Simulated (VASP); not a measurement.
# MgH2 (Fm-3m) in VASP: notebook

Aim: see how the results for MgH2 move with the level of theory and the settings. Levels: PBE, PBE0, HSE03+D3(BJ). Tasks: single point, relaxation of cell and atoms.

Everything below comes from runs of VASP 6.6.1. Logs are shortened: lines on timing, memory, paths and dates and some standing lists are left out, and cuts for length are marked.

### Step 1. The crystal as given

It takes space group Fm-3m (No. 225, cubic). The conventional cell has a = 4.762 Å, b = 4.762 Å, c = 4.762 Å, α = 90.00°, β = 90.00°, γ = 90.00°. Mg (site symmetry m-3m) is surrounded by 8 H at 2.06 Å. Around H (site symmetry -43m) lie 4 Mg at 2.06 Å.

Measurements of this composition are mostly on another form, of space group No. 136.

### Step 2. Single point, PBE

The input, INCAR:

```
SYSTEM = MgH2
ALGO = Normal
EDIFF = 1E-6
ENCUT = 500
GGA = PE
ISIF = 2
ISMEAR = 0
LASPH = .True.
LCHARG = .False.
LREAL = .False.
LWAVE = .False.
NELM = 100
PREC = Accurate
SIGMA = 0.02
```

The input, KPOINTS:

```
k-points
0
Gamma
  10 10 10
  0 0 0
```

The input, POSCAR:

```
MgH2
1.0
    0.0000000000      2.3810671667      2.3810671667
    2.3810671667      0.0000000000      2.3810671667
    2.3810671667      2.3810671667      0.0000000000
Mg H
1 2
Direct
    0.0000000000      0.0000000000      0.0000000000
    0.2500000000      0.2500000000      0.2500000000
    0.7500000000      0.7500000000      0.7500000000
```

Potentials or basis: VASP PAW PBE potentials, release 64 (Mg, H).

Started as:

```bash
$ cat potpaw_PBE.64/Mg/POTCAR potpaw_PBE.64/H/POTCAR > POTCAR
$ mpirun -np 1 vasp_std > vasp.out
```

OUTCAR:

```text
SYSTEM = MgH2
   EDIFF = 1E-6
   ENCUT = 500
   GGA = PE
   ISIF = 2
   ISMEAR = 0
   LASPH = .True.
   LREAL = .False.
   NELM = 100
   PREC = Accurate

 ion  position               nearest neighbor table
   1  0.000  0.000  0.000-   2 2.06   3 2.06   3 2.06   3 2.06   3 2.06   2 2.06   2 2.06   2 2.06

   2  0.250  0.250  0.250-   1 2.06   1 2.06   1 2.06   1 2.06
   3  0.750  0.750  0.750-   1 2.06   1 2.06   1 2.06   1 2.06

  LATTYP: Found a face centered cubic cell.
 ALAT       =     4.7621343334

  Lattice vectors:

 A1 = (   0.0000000000,   2.3810671667,   2.3810671667)
 A2 = (   2.3810671667,   0.0000000000,   2.3810671667)
 A3 = (   2.3810671667,   2.3810671667,   0.0000000000)

Analysis of symmetry for initial positions (statically):
=====================================================================
 Subroutine PRICEL returns:
 Original cell was already a primitive cell.

 Routine SETGRP: Setting up the symmetry group for a
 face centered cubic supercell.

 Subroutine GETGRP returns: Found 48 space group operations
 (whereof 48 operations were pure point group operations)
 out of a pool of 48 trial point group operations.

The static configuration has the point symmetry O_h .

Analysis of symmetry for dynamics (positions and initial velocities):
=====================================================================
 Subroutine PRICEL returns:
 Original cell was already a primitive cell.

 Routine SETGRP: Setting up the symmetry group for a
 face centered cubic supercell.

 Subroutine GETGRP returns: Found 48 space group operations
 (whereof 48 operations were pure point group operations)
 out of a pool of 48 trial point group operations.

The dynamic configuration has the point symmetry O_h .

 Subroutine INISYM returns: Found 48 space group operations
 (whereof 48 operations are pure point group operations),
 and found     1 'primitive' translations

----------------------------------------------------------------------------------------

                                     Primitive cell

  volume of cell :      26.9988

  direct lattice vectors                    reciprocal lattice vectors
     0.000000000  2.381067167  2.381067167    -0.209989876  0.209989876  0.209989876
     2.381067167  0.000000000  2.381067167     0.209989876 -0.209989876  0.209989876
     2.381067167  2.381067167  0.000000000     0.209989876  0.209989876 -0.209989876

  length of vectors
     3.367337480  3.367337480  3.367337480     0.363713135  0.363713135  0.363713135

  position of ions in fractional coordinates (direct lattice)
     0.000000000  0.000000000  0.000000000
     0.250000000  0.250000000  0.250000000
     0.750000000  0.750000000  0.750000000

  ion indices of the primitive-cell ions
   primitive index   ion index
                 1           1
                 2           2
                 3           3

----------------------------------------------------------------------------------------

 KPOINTS: k-points

Automatic generation of k-mesh.
 Grid dimensions read from file:
 generate k-points for:   10   10   10

 Generating k-lattice:

  Cartesian coordinates                     Fractional coordinates (reciprocal lattice)
    -0.020998988  0.020998988  0.020998988     0.100000000  0.000000000  0.000000000
     0.020998988 -0.020998988  0.020998988     0.000000000  0.100000000  0.000000000
     0.020998988  0.020998988 -0.020998988     0.000000000  0.000000000  0.100000000

  Length of vectors
     0.036371313  0.036371313  0.036371313

  Shift w.r.t. Gamma in fractional coordinates (k-lattice)
     0.000000000  0.000000000  0.000000000

 Subroutine IBZKPT returns following result:
 ===========================================

 Found     47 irreducible k-points:

 Following reciprocal coordinates:
            Coordinates               Weight
  0.000000  0.000000  0.000000      1.000000
  0.100000  0.000000  0.000000      8.000000
  0.200000  0.000000  0.000000      8.000000
  0.300000  0.000000  0.000000      8.000000
  0.400000  0.000000  0.000000      8.000000
  0.500000  0.000000  0.000000      4.000000
[... 16 lines left out ...]
  0.300000  0.300000  0.000000      6.000000
  0.400000  0.300000  0.000000     24.000000
 [... further k-points ...]
   k-points           NKPTS =     47   k-points in BZ     NKDIM =     47   number of bands    NBANDS=      6
   number of dos      NEDOS =    301   number of ions     NIONS =      3
   total plane-waves  NPLWV =  21952
   dimension x,y,z NGX =    28 NGY =   28 NGZ =   28
   dimension x,y,z NGXF=    56 NGYF=   56 NGZF=   56
   ions per type =               1   2
   NGX,Y,Z   is equivalent  to a cutoff of  13.82, 13.82, 13.82 a.u.
   NGXF,Y,Z  is equivalent  to a cutoff of  27.65, 27.65, 27.65 a.u.
 SYSTEM =  MgH2
   PREC   = accura    normal or accurate (medium, high low for compatibility)
   ISTART =      0    job   : 0-new  1-cont  2-samecut
   ICHARG =      2    charge: 1-file 2-atom 10-const
   ISPIN  =      1    spin polarized calculation?
   LNONCOLLINEAR =      F non collinear calculations
   LSORBIT =      F    spin-orbit coupling
   LASPH  =      T    aspherical Exc in radial PAW
   ENCUT  =  500.0 eV  36.75 Ry    6.06 a.u.   6.14  6.14  6.14*2*pi/ulx,y,z
   NELM   =    100;   NELMIN=  2; NELMDL= -5     # of ELM steps
   EDIFF  = 0.1E-05   stopping-criterion for ELM
[... 12 lines left out ...]
   EMIN   =  10.00;   EMAX   =-10.00  energy-range for DOS
   EFERMI =   0.00;   METHOD = LEGACY
   ISMEAR =     0;   SIGMA  =   0.02  broadening in eV -4-tet -1-fermi 0-gaus
   EFERMI_NEDOS =   21; number of points for ismear=-14 and -15
   IALGO  =     38    algorithm
   IMIX   =      4    mixing-type and parameters
     AMIX     =   0.40;   BMIX     =  1.00
     AMIX_MAG =   1.60;   BMIX_MAG =  1.00
  volume/ion in A,a.u.               =       9.00        60.73
  Fermi-wavevector in a.u.,A,eV,Ry     =   0.866257  1.636987 10.209817  0.750400
  Thomas-Fermi vector in A             =   1.984619
   LORBIT       =      0    0 simple, 1 ext, 2 COOP (PROOUT), +10 PAW based schemes
   GGA     = PE    functional components
   LHFCALC =     F    Hartree Fock is set to
   AEXX    =    0.0000 exact exchange contribution
   IVDW    =     0    specifies the selected vdW correction
   LEPSILON=     F    determine dielectric tensor
   LRPA    =     F    only Hartree local field effects (RPA)
 non-spin polarized calculation
 Gauss-broadening in eV      SIGMA  =   0.02
  energy-cutoff  :      500.00
  volume of cell :       27.00
 maximum number of plane-waves:       701
 NGX is ok and might be reduce to    28
   NGX = 13   NGY = 13   NGZ = 13

 number of electron       4.0000000 magnetization

 Free energy of the ion-electron system (eV)
  ---------------------------------------------------
  ext. energy  EPLUGINS =         0.00000000
  ---------------------------------------------------
  free energy    TOTEN  =        -8.49694091 eV

  energy without entropy =       -8.49694091  energy(sigma->0) =       -8.49694091

 E-fermi :   2.9499     XC(G=0):  -8.9353

 val. band max:        2.8672028253   @ k =  -0.1000   0.1000   0.0000
 cond. band min:       3.0785572414   @ k =   0.5000   0.4000   0.0000
 fundamental gap:      0.2113544161
 Fermi energy:         2.9499492426

 k-point     1 :       0.0000    0.0000    0.0000
  band No.  band energies     occupation
      1      -6.9897      2.00000
      2       3.8784      0.00000
      3      12.2823      0.00000
      4      12.2823      0.00000
      5      12.2823      0.00000
      6      14.8459      0.00000

 k-point     2 :       0.1000    0.0000    0.0000
  band No.  band energies     occupation
      1      -6.8072      2.00000
      2       3.4650      0.00000
      3      11.4052      0.00000
      4      12.0203      0.00000
      5      12.0203      0.00000
      6      14.7958      0.00000

 k-point     3 :       0.2000    0.0000    0.0000
  band No.  band energies     occupation
      1      -6.2644      2.00000
      2       2.3234      2.00000
      3      10.2956      0.00000
      4      11.6355      0.00000
      5      11.6355      0.00000
      6      13.3391      0.00000

 k-point     4 :       0.3000    0.0000    0.0000
  band No.  band energies     occupation
      1      -5.3766      2.00000
      2       0.7266      2.00000
      3       9.6742      0.00000
      4      11.4593      0.00000
      5      11.4593      0.00000
      6      11.9350      0.00000

 k-point     5 :       0.4000    0.0000    0.0000
  band No.  band energies     occupation
      1      -4.1717      2.00000
      2      -1.0179      2.00000
      3       9.5631      0.00000
      4      10.8090      0.00000
      5      11.5808      0.00000
      6      11.5808      0.00000

 k-point     6 :       0.5000    0.0000    0.0000
  band No.  band energies     occupation
      1      -2.7440      2.00000
      2      -2.6439      2.00000
      3       9.7564      0.00000
      4      10.2015      0.00000
      5      11.9844      0.00000
      6      11.9844      0.00000

 k-point     7 :       0.1000    0.1000    0.0000
  band No.  band energies     occupation
      1      -6.7469      2.00000
      2       3.3828      0.00000
      3      11.1452      0.00000
      4      11.1452      0.00000
      5      13.2768      0.00000
      6      13.8395      0.00000

 k-point     8 :       0.2000    0.1000    0.0000
  band No.  band energies     occupation
      1      -6.3256      2.00000
      2       2.6019      2.00000
      3      10.0811      0.00000
      4      10.4949      0.00000
      5      12.1041      0.00000
      6      13.7412      0.00000

 k-point     9 :       0.3000    0.1000    0.0000
  band No.  band energies     occupation
      1      -5.5559      2.00000
      2       1.2603      2.00000
      3       9.1558      0.00000
      4      10.1494      0.00000
      5      10.5636      0.00000
      6      13.8170      0.00000

 k-point    10 :       0.4000    0.1000    0.0000
  band No.  band energies     occupation
      1      -4.4635      2.00000
      2      -0.3741      2.00000
      3       8.7256      0.00000
      4       9.3897      0.00000
      5      10.1319      0.00000
      6      13.6399      0.00000

 k-point    11 :       0.5000    0.1000    0.0000
  band No.  band energies     occupation
      1      -3.0919      2.00000
      2      -2.0402      2.00000
      3       8.3541      0.00000
      4       9.0616      0.00000
      5      10.4524      0.00000
      6      12.7101      0.00000

 k-point    12 :      -0.4000    0.1000    0.0000
  band No.  band energies     occupation
      1      -3.5709      2.00000
      2      -1.5081      2.00000
      3       7.9894      0.00000
      4       9.6181      0.00000
      5      11.1168      0.00000
      6      12.0704      0.00000

 k-point    13 :      -0.3000    0.1000    0.0000
  band No.  band energies     occupation
      1      -4.8587      2.00000
      2       0.1555      2.00000
      3       8.0862      0.00000
      4      10.6156      0.00000
      5      11.7227      0.00000
      6      12.1280      0.00000

 k-point    14 :      -0.2000    0.1000    0.0000
  band No.  band energies     occupation
      1      -5.8487      2.00000
      2       1.6990      2.00000
      3       8.7716      0.00000
      4      11.6038      0.00000
      5      11.9675      0.00000
      6      13.0249      0.00000

 k-point    15 :      -0.1000    0.1000    0.0000
  band No.  band energies     occupation
      1      -6.5050      2.00000
      2       2.8672      2.00000
      3      10.0752      0.00000
      4      11.6444      0.00000
      5      12.8003      0.00000
      6      13.5306      0.00000

 k-point    16 :       0.2000    0.2000    0.0000
  band No.  band energies     occupation
      1      -6.0311      2.00000
      2       2.3765      2.00000
      3       9.6722      0.00000
      4       9.6722      0.00000
      5      10.1275      0.00000
      6      12.9572      0.00000

 k-point    17 :       0.3000    0.2000    0.0000
  band No.  band energies     occupation
      1      -5.3922      2.00000
      2       1.5737      2.00000
      3       8.3876      0.00000
      4       8.8595      0.00000
      5       9.1839      0.00000
      6      13.2327      0.00000

 k-point    18 :       0.4000    0.2000    0.0000
  band No.  band energies     occupation
      1      -4.4364      2.00000
      2       0.3001      2.00000
      3       7.0814      0.00000
      4       8.1478      0.00000
      5       9.0354      0.00000
      6      14.5739      0.00000

 k-point    19 :       0.5000    0.2000    0.0000
  band No.  band energies     occupation
      1      -3.2148      2.00000
      2      -1.2034      2.00000
      3       6.1996      0.00000
      4       7.9854      0.00000
      5       9.2299      0.00000
      6      14.5939      0.00000

 k-point    20 :      -0.4000    0.2000    0.0000
  band No.  band energies     occupation
      1      -2.6994      2.00000
      2      -1.8193      2.00000
      3       5.8127      0.00000
      4       8.3630      0.00000
      5       9.7701      0.00000
      6      13.7296      0.00000

 k-point    21 :      -0.3000    0.2000    0.0000
  band No.  band energies     occupation
      1      -4.0252      2.00000
      2      -0.4161      2.00000
      3       6.0504      0.00000
      4       9.2031      0.00000
      5      10.6590      0.00000
      6      13.0005      0.00000

 k-point    22 :      -0.2000    0.2000    0.0000
  band No.  band energies     occupation
      1      -5.0925      2.00000
      2       0.7911      2.00000
      3       7.0532      0.00000
      4      10.4334      0.00000
      5      11.8973      0.00000
      6      12.3155      0.00000

 k-point    23 :       0.3000    0.3000    0.0000
  band No.  band energies     occupation
      1      -4.8981      2.00000
      2       1.4428      2.00000
      3       6.6536      0.00000
      4       8.5640      0.00000
      5       8.5640      0.00000
      6      11.8599      0.00000

 k-point    24 :       0.4000    0.3000    0.0000
  band No.  band energies     occupation
      1      -4.1093      2.00000
      2       0.7787      2.00000
      3       5.2644      0.00000
      4       7.9024      0.00000
      5       8.2894      0.00000
      6      12.3526      0.00000

 [... further k-points ...]
[... 5 lines left out ...]
  --------------------------------------------------------------------------------------
  -------------------------------------------------------------------------------------
  Total       -0.0911242     -0.0911242     -0.0911242     -0.0000000      0.0000000     -0.0000000
  in kB       -5.4075348     -5.4075348     -5.4075348     -0.0000000      0.0000000     -0.0000000
  external PRESSURE =      -5.4075348 kB  Pullay stress =       0.0000000 kB

 VOLUME and BASIS-vectors are now :
 -----------------------------------------------------------------------------
  energy-cutoff  :      500.00
  volume of cell :       27.00
      direct lattice vectors                 reciprocal lattice vectors
     0.000000000  2.381067167  2.381067167    -0.209989876  0.209989876  0.209989876
     2.381067167  0.000000000  2.381067167     0.209989876 -0.209989876  0.209989876
     2.381067167  2.381067167  0.000000000     0.209989876  0.209989876 -0.209989876

 POSITION                                       TOTAL-FORCE (eV/Angst)
 -----------------------------------------------------------------------------------
      0.00000      0.00000      0.00000        -0.000000      0.000000     -0.000000
      1.19053      1.19053      1.19053        -0.000000     -0.000000     -0.000000
      3.57160      3.57160      3.57160         0.000000      0.000000      0.000000
 -----------------------------------------------------------------------------------
    total drift:                                0.000000      0.000000      0.000000

  FREE ENERGIE OF THE ION-ELECTRON SYSTEM (eV)
  ---------------------------------------------------
  free  energy   TOTEN  =        -8.4969409081 eV

  energy  without entropy=       -8.4969409081  energy(sigma->0) =       -8.49694091
```

Run time: 9.5 s. Hardware: 1 thread of AMD EPYC 7R13 (Zen 3), shared host; peak memory 0.12 GiB.

What came out:

```yaml
Free_energy: -8.4969 eV
Pressure: -0.5 GPa
Band_gap_on_the_k_mesh: none (metal or under the smearing width)
```

(Part 1 of 3 ends here.)
